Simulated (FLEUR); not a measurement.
# Mg (P6_3/mmc) in FLEUR: notebook, part 2 of 2

FLEUR MaX-R8.1 (later development tree). Earlier steps stand in the parts before.

## Step 4: Equation of state, PBEsol, 22.31 Å³/atom (volume scaled by 0.96)

The input, inp.xml:

```xml
<?xml version="1.0" encoding="UTF-8" standalone="no"?>
<fleurInput fleurInputVersion="0.39">
   <comment>
      Mg                                                                                                  
   </comment>
   <calculationSetup>
      <cutoffs Kmax="4.1" Gmax="12.7" GmaxXC="12.7" numbands="0"/>
      <scfLoop itmax="60" minDistance="0.00001" maxIterBroyd="15" imix="Anderson" alpha="0.05" precondParam="0.0" spinf="2.0" sdNocoIR="T"/>
      <coreElectrons ctail="T" frcor="F" kcrel="0" coretail_lmax="0"/>
      <xcFunctional name="PBEs" relativisticCorrections="F"/>
      <magnetism jspins="1"/>
      <soc l_soc="F" theta="0.0" phi="0.0" spav="F"/>
      <expertModes spex="0" secvar="F"/>
      <geometryOptimization l_f="F" forcealpha="1.0" forcemix="BFGS" epsdisp="0.00001" epsforce="0.00001"/>
      <ldaU l_linMix="F" mixParam="0.05" spinf="1.0"/>
   </calculationSetup>
   <cell>
      <bzIntegration valenceElectrons="20.0" mode="hist" fermiSmearingEnergy="0.00183747">
         <kPointListSelection listName="default-1"/>
         <!-- k-points included here -->
         <xi:include xmlns:xi="http://www.w3.org/2001/XInclude" href="kpts.xml"> </xi:include>
      </bzIntegration>
      <!-- symmetry operations included here -->
      <xi:include xmlns:xi="http://www.w3.org/2001/XInclude" href="sym.xml"> </xi:include>
      <bulkLattice scale="0.9864848297">
         <bravaisMatrix>
            <row-1>    6.0646980516787794     0.0000000000000000     0.0000000000000000</row-1>
            <row-2>   -3.0323490258393897     5.2521825791012002     0.0000000000000000</row-2>
            <row-3>    0.0000000000000000     0.0000000000000000     9.8460400270033794</row-3>
         </bravaisMatrix>
      </bulkLattice>
   </cell>
   <atomSpecies>
      <species name="Magnesium (Mg)" element="Mg" atomicNumber="12">
         <mtSphere radius="2.66" gridPoints="879" logIncrement="0.013"/>
         <atomicCutoffs lmax="11" lnonsphr="8"/>
         <electronConfig flipSpins="F">
            <coreConfig>(1s1/2)</coreConfig>
            <valenceConfig>(2s1/2) (2p1/2) (2p3/2) (3s1/2)</valenceConfig>
         </electronConfig>
         <energyParameters s="3" p="2" d="3" f="4"/>
         <lo type="SCLO" l="0" n="2" eDeriv="0"/>
         <lo type="HELO" l="1" n="3" eDeriv="0"/>
         <lo type="HELO" l="1" n="3" eDeriv="1"/>
         <lo type="SCLO" l="2" n="3" eDeriv="2"/>
         <lo type="SCLO" l="3" n="4" eDeriv="2"/>
      </species>
   </atomSpecies>
   <atomGroups>
      <atomGroup species="Magnesium (Mg)">
         <relPos label="                   1">-1.000/3.000 1.000/3.000 -1.000/4.000</relPos>
         <relPos label="                   2">1.000/3.000 -1.000/3.000 1.000/4.000</relPos>
         <force calculate="T" relaxXYZ="TTT"/>
      </atomGroup>
   </atomGroups>
   <output dos="F" band="F" slice="F">
      <checks vchk="F" cdinf="F"/>
      <bandDOS minEnergy="-.5*Htr" maxEnergy="0.5*Htr" sigma="0.015" storeEVData="T"/>
      <vacuumDOS vacdos="F" integ="F" star="F" nstars="0" locx1="0.0" locy1="0.0" locx2="0.0" locy2="0.0" nstm="0" tworkf="0.0"/>
      <unfoldingBand unfoldBand="F" supercellX="1" supercellY="1" supercellZ="1"/>
      <plotting iplot="0" polar="F">
         <plot TwoD="T" vec1="  1.0  0.0  0.0" vec2="  0.0  1.0  0.0" vec3="  0.0  0.0  1.0" zero="  0.0  0.0  0.0" file="plot"/>
      </plotting>
      <chargeDensitySlicing numkpt="0" minEigenval="0.0" maxEigenval="0.0" nnne="0" pallst="F"/>
      <specialOutput eonly="F"/>
      <moessbauerParams electricFieldGradient="T" isomerShift="T" coreHyperfine="T" valenceHyperfine="T"/>
      <magneticCircularDichroism mcd="F" energyLo="-10.0" energyUp="0.0"/>
   </output>
  <!-- We include the file relax.xml here to enable relaxations (see documentation) -->
  <xi:include xmlns:xi="http://www.w3.org/2001/XInclude" href="relax.xml"> <xi:fallback/> </xi:include>
</fleurInput>
```

Command:

```sh
> inpgen -f crystal.txt -profile fastHighL
> # inp.xml edited to the form shown
> fleur_MPI
```

It took 22 s on 1 thread of Arm Neoverse V2, shared host; peak memory 0.08 GiB.

It converged, with:

| Quantity | Value |
| --- | --- |
| Free energy | -10879.2895 eV |
| Band gap on the k mesh | none (metal or under the smearing width) |
| Valence electrons inside the program's atomic spheres | Mg 8.99 (radii Mg 2.66 bohr) |

## Step 5: Equation of state, PBEsol, 23.24 Å³/atom

Edit inp.xml of step 4 so:

```diff
@@ -24,3 +24,3 @@
       <xi:include xmlns:xi="http://www.w3.org/2001/XInclude" href="sym.xml"> </xi:include>
-      <bulkLattice scale="0.9864848297">
+      <bulkLattice scale="1.0000000000">
          <bravaisMatrix>
```

Command:

```sh
> inpgen -f crystal.txt -profile fastHighL
> # inp.xml edited to the form shown
> fleur_MPI
```

Run time: 23 s. Hardware: 1 thread of Arm Neoverse V2, shared host; peak memory 0.08 GiB.

It converged, with:

```yaml
Free_energy: -10879.2854 eV
Band_gap_on_the_k_mesh: none (metal or under the smearing width)
Valence_electrons_inside_the_program's_atomic_spheres: Mg 8.96 (radii Mg 2.66 bohr)
```

## Step 6: Equation of state, PBEsol, 24.17 Å³/atom (volume scaled by 1.04)

Edit inp.xml of step 5 so:

```diff
@@ -24,3 +24,3 @@
       <xi:include xmlns:xi="http://www.w3.org/2001/XInclude" href="sym.xml"> </xi:include>
-      <bulkLattice scale="1.0000000000">
+      <bulkLattice scale="1.0131594038">
          <bravaisMatrix>
```

Potentials or basis: all-electron, FLAPW.

Command:

```sh
> inpgen -f crystal.txt -profile fastHighL
> # inp.xml edited to the form shown
> fleur_MPI
```

It took 24 s on 1 thread of Arm Neoverse V2, shared host; peak memory 0.08 GiB.

The run converged. Its results:

* Free energy: -10879.2661 eV
* Band gap on the k mesh: none (metal or under the smearing width)
* Valence electrons inside the program's atomic spheres: Mg 8.93 (radii Mg 2.66 bohr)

## Step 7: Equation of state, PBEsol, 24.63 Å³/atom (volume scaled by 1.06)

Edit inp.xml of step 6 so:

```diff
@@ -24,3 +24,3 @@
       <xi:include xmlns:xi="http://www.w3.org/2001/XInclude" href="sym.xml"> </xi:include>
-      <bulkLattice scale="1.0131594038">
+      <bulkLattice scale="1.0196128224">
          <bravaisMatrix>
```

Command:

```sh
> inpgen -f crystal.txt -profile fastHighL
> # inp.xml edited to the form shown
> fleur_MPI
```

It took 25 s on 1 thread of Arm Neoverse V2, shared host; peak memory 0.08 GiB.

The run converged. Its results:

- Free energy: -10879.2517 eV
- Band gap on the k mesh: none (metal or under the smearing width)
- Valence electrons inside the program's atomic spheres: Mg 8.91 (radii Mg 2.66 bohr)

## Step 8: Equation of state, PBEsol

Potentials or basis: all-electron, FLAPW.

This step only gathers the single runs of the series.

What came out:

| Item | Value |
| --- | --- |
| Equilibrium volume | 22.54 Å³/atom |
| Bulk modulus at fixed shape and positions | 37 GPa |
| Pressure derivative of the bulk modulus | 4.1 (rough: it moves with the points fitted) |

Energy against volume, from the lowest point:
```tsv
volume (Å³/atom)	energy (meV/atom)
21.843	2.35
22.308	0.00
23.237	2.05
24.167	11.69
24.631	18.90
```

Caveat: the cell was scaled at fixed shape and fractional positions, which overstates the stiffness of a crystal with free parameters, most of all of layers and chains.
